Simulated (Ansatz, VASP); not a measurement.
## Two plane-wave programs on KF

```
CELL_PARAMETERS angstrom
0.13918 2.63934 2.63934
2.63934 0.13918 2.63934
2.63934 2.63934 0.13918
ATOMIC_POSITIONS crystal
K 0.00000 0.00000 0.00000
F 0.50000 0.50000 0.50000
```

Alike in both runs: task single point; functional LDA; k mesh 8 × 8 × 8; occupations gaussian, width 0.05 eV; no spin polarisation.

|  | VASP | Ansatz |
| --- | --- | --- |
| version | VASP 6.6.1 | Ansatz 0.2.0 |
| potentials or method | VASP PAW LDA potentials, release 64 (K_sv, F) | scalar-relativistic, plane waves, PAW |
| plane-wave cutoff (eV) | 520 | 520 |
| valence electrons in the cell | 16 | 16 |

```csv
,VASP,Ansatz,Ansatz less VASP
gap on the k mesh at the Fermi level (eV),6.38,6.40,+0.020
least direct gap on the mesh (eV),6.38,6.40,+0.020
pressure (GPa),0.8,0.5,-0.27
largest component of the traceless stress (GPa),0.83,0.85,+0.020
```

A k mesh can miss the band edges.
